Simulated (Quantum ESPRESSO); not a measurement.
# Ta (Im-3m) in Quantum ESPRESSO: further runs, part 2 of 2

Quantum ESPRESSO 7.5.

### 9 Single point, PBE+D3(BJ), 19.09 Å³/atom

File pw.in:

```
&CONTROL
  calculation = 'scf'
  prefix = 'pwscf'
  outdir = './tmp'
  pseudo_dir = './pseudo'
  tprnfor = .true.
  tstress = .true.
  disk_io = 'nowf'
/
&SYSTEM
  ibrav = 0
  nat = 1
  ntyp = 1
  ecutwfc = 58
  nbnd = 12
  occupations = 'smearing'
  smearing = 'fd'
  degauss = 0.00367493
  vdw_corr = 'grimme-d3'
  dftd3_version = 4
/
&ELECTRONS
  conv_thr = 2d-10
  electron_maxstep = 120
  mixing_beta = 0.5
/
ATOMIC_SPECIES
Ta   180.9479 Ta.upf
CELL_PARAMETERS angstrom
  -1.6836662614    1.6836662614    1.6836662614
   1.6836662614   -1.6836662614    1.6836662614
   1.6836662614    1.6836662614   -1.6836662614
ATOMIC_POSITIONS crystal
Ta     0.0000000000    0.0000000000    0.0000000000
K_POINTS automatic
11 11 11 0 0 0
```

Potentials or basis: PseudoDojo 0.4.1 SR PBE standard.

Run with:

```
OMP_NUM_THREADS=1 pw.x -in pw.in > pw.out
```

Wall time 7 s (1 thread of Intel Xeon Platinum 8375C at 2.90GHz (Ice Lake), shared host); peak memory 0.09 GiB.

It converged, with:

```
Free energy            : -1772.1103 eV
Pressure               : -12.5 GPa
Band gap on the k mesh : none (metal or under the smearing width)
```

Caveat: pairwise dispersion overbinds metals, which lowers pressure and volume.

### 10 Equation of state, PBE+D3(BJ)

This step only gathers the single runs of the series.

Results:

```yaml
Equilibrium_volume: 17.80 Å³/atom
Bulk_modulus: 208 GPa
Pressure_derivative_of_the_bulk_modulus: 4.4
```

Energy against volume, from the lowest point:
```tsv
volume (Å³/atom)	energy (meV/atom)
16.930	29.39
17.290	9.13
17.650	0.00
18.010	0.78
18.371	10.39
18.731	27.98
19.091	52.77
```

### 11 Band structure, PBE, spin-orbit coupling, no magnetisation

File pw.in:

```
&CONTROL
  calculation = 'scf'
  prefix = 'pwscf'
  outdir = './tmp'
  pseudo_dir = './pseudo'
  tprnfor = .true.
  tstress = .true.
  disk_io = 'low'
/
&SYSTEM
  ibrav = 0
  A = 2.86010086
  nat = 1
  ntyp = 1
  ecutwfc = 58
  nbnd = 24
  occupations = 'smearing'
  smearing = 'fd'
  degauss = 0.00367493
  noncolin = .true.
  lspinorb = .true.
/
&ELECTRONS
  conv_thr = 2d-10
  electron_maxstep = 120
  mixing_beta = 0.5
/
ATOMIC_SPECIES
Ta   180.9479 Ta.upf
CELL_PARAMETERS alat
  -0.5773502687    0.5773502687    0.5773502687
   0.5773502687   -0.5773502687    0.5773502687
   0.5773502687    0.5773502687   -0.5773502687
ATOMIC_POSITIONS alat
Ta     0.0000000000    0.0000000000    0.0000000000
K_POINTS automatic
11 11 11 0 0 0
```

File bands.in:

```
&CONTROL
  calculation = 'bands'
  prefix = 'pwscf'
  outdir = './tmp'
  pseudo_dir = './pseudo'
  disk_io = 'low'
  verbosity = 'high'
/
&SYSTEM
  ibrav = 0
  A = 2.86010086
  nat = 1
  ntyp = 1
  ecutwfc = 58
  nbnd = 24
  occupations = 'smearing'
  smearing = 'fd'
  degauss = 0.00367493
  noncolin = .true.
  lspinorb = .true.
/
&ELECTRONS
  conv_thr = 1d-08
  electron_maxstep = 120
  mixing_beta = 0.5
  diago_full_acc = .true.
/
ATOMIC_SPECIES
Ta   180.9479 Ta.upf
CELL_PARAMETERS alat
  -0.5773502687    0.5773502687    0.5773502687
   0.5773502687   -0.5773502687    0.5773502687
   0.5773502687    0.5773502687   -0.5773502687
ATOMIC_POSITIONS alat
Ta     0.0000000000    0.0000000000    0.0000000000
K_POINTS crystal
60
 0.0000000000  0.0000000000  0.0000000000 1
 0.0416666667 -0.0416666667  0.0416666667 1
 0.0833333333 -0.0833333333  0.0833333333 1
 0.1250000000 -0.1250000000  0.1250000000 1
 0.1666666667 -0.1666666667  0.1666666667 1
 0.2083333333 -0.2083333333  0.2083333333 1
 0.2500000000 -0.2500000000  0.2500000000 1
 0.2916666667 -0.2916666667  0.2916666667 1
 0.3333333333 -0.3333333333  0.3333333333 1
 0.3750000000 -0.3750000000  0.3750000000 1
 0.4166666667 -0.4166666667  0.4166666667 1
 0.4583333333 -0.4583333333  0.4583333333 1
 0.5000000000 -0.5000000000  0.5000000000 1
 0.4375000000 -0.4375000000  0.5000000000 1
 0.3750000000 -0.3750000000  0.5000000000 1
 0.3125000000 -0.3125000000  0.5000000000 1
 0.2500000000 -0.2500000000  0.5000000000 1
 0.1875000000 -0.1875000000  0.5000000000 1
 0.1250000000 -0.1250000000  0.5000000000 1
 0.0625000000 -0.0625000000  0.5000000000 1
 0.0000000000  0.0000000000  0.5000000000 1
 0.0000000000  0.0000000000  0.4444444444 1
 0.0000000000  0.0000000000  0.3888888889 1
 0.0000000000  0.0000000000  0.3333333333 1
 0.0000000000  0.0000000000  0.2777777778 1
 0.0000000000  0.0000000000  0.2222222222 1
 0.0000000000  0.0000000000  0.1666666667 1
 0.0000000000  0.0000000000  0.1111111111 1
 0.0000000000  0.0000000000  0.0555555556 1
 0.0000000000  0.0000000000  0.0000000000 1
 0.0227272727  0.0227272727  0.0227272727 1
 0.0454545455  0.0454545455  0.0454545455 1
 0.0681818182  0.0681818182  0.0681818182 1
 0.0909090909  0.0909090909  0.0909090909 1
 0.1136363636  0.1136363636  0.1136363636 1
 0.1363636364  0.1363636364  0.1363636364 1
 0.1590909091  0.1590909091  0.1590909091 1
 0.1818181818  0.1818181818  0.1818181818 1
 0.2045454545  0.2045454545  0.2045454545 1
 0.2272727273  0.2272727273  0.2272727273 1
 0.2500000000  0.2500000000  0.2500000000 1
 0.2708333333  0.1875000000  0.2708333333 1
 0.2916666667  0.1250000000  0.2916666667 1
 0.3125000000  0.0625000000  0.3125000000 1
 0.3333333333  0.0000000000  0.3333333333 1
 0.3541666667 -0.0625000000  0.3541666667 1
 0.3750000000 -0.1250000000  0.3750000000 1
 0.3958333333 -0.1875000000  0.3958333333 1
 0.4166666667 -0.2500000000  0.4166666667 1
 0.4375000000 -0.3125000000  0.4375000000 1
 0.4583333333 -0.3750000000  0.4583333333 1
 0.4791666667 -0.4375000000  0.4791666667 1
 0.5000000000 -0.5000000000  0.5000000000 1
 0.2500000000  0.2500000000  0.2500000000 1
 0.2083333333  0.2083333333  0.2916666667 1
 0.1666666667  0.1666666667  0.3333333333 1
 0.1250000000  0.1250000000  0.3750000000 1
 0.0833333333  0.0833333333  0.4166666667 1
 0.0416666667  0.0416666667  0.4583333333 1
 0.0000000000  0.0000000000  0.5000000000 1
```

Potentials or basis: PseudoDojo 0.4 FR PBE standard.

Run with:

```
OMP_NUM_THREADS=1 pw.x -in pw.in > pw.out
OMP_NUM_THREADS=1 pw.x -in bands.in > bands.out
```

Wall time 50 s (1 thread of Intel Xeon Platinum 8375C at 2.90GHz (Ice Lake), shared host); peak memory 0.09 GiB.

The run converged. Its results:

* Free energy: -1775.1092 eV
* Pressure: 2.8 GPa
* Band gap on the k mesh: none (metal or under the smearing width)

Levels at the corners of the path, in eV from the Fermi level:
```tsv
point	band 10	band 11	band 12	band 13	band 14	band 15
Γ	-7.87	0.62	0.62	0.62	0.62	1.04
H	-3.77	-3.77	-3.77	6.71	6.71	6.71
N	-4.34	-1.51	-1.51	1.52	1.52	3.93
Γ	-7.87	0.62	0.62	0.62	0.62	1.04
P	-1.65	-1.01	-1.01	-1.01	-1.01	5.16
H	-3.77	-3.77	-3.77	6.71	6.71	6.71
P	-1.65	-1.01	-1.01	-1.01	-1.01	5.16
N	-4.34	-1.51	-1.51	1.52	1.52	3.93
```

### 12 The runs side by side

| task | level | potentials or basis | spin | gap on the mesh (eV) | pressure (GPa) |
| --- | --- | --- | --- | --- | --- |
| band structure | PBE | PseudoDojo 0.4.1 SR PBE standard | off | none | 2.6 |
| equation of state | PBE+D3(BJ) | PseudoDojo 0.4.1 SR PBE standard | off | - | - |
| band structure | PBE | PseudoDojo 0.4 FR PBE standard | SOC, no magnetisation | none | 2.8 |

Alike in all rows: cell as given; k mesh 11 × 11 × 11; cutoff (eV) 789; smearing fermi-dirac 0.05 eV.

Caveats: spin-orbit coupling is left out, which moves the levels of the heavy elements (some runs).

Absolute energies hang on the potentials; compare differences alone.

### 13 Comparison with measurements

Step 10. Against the measured bulk modulus of Ta, 194 GPa (quoted in “Pressure effects on the electronic structure and superconductivity of (TaNb)0.67(HfZrTi)0.33 high entropy alloy”, 2019, arxiv:1910.08312), the calculated 208 GPa is off by +7.2 %. The fit is for a static lattice scaled at fixed shape and fixed fractional positions.
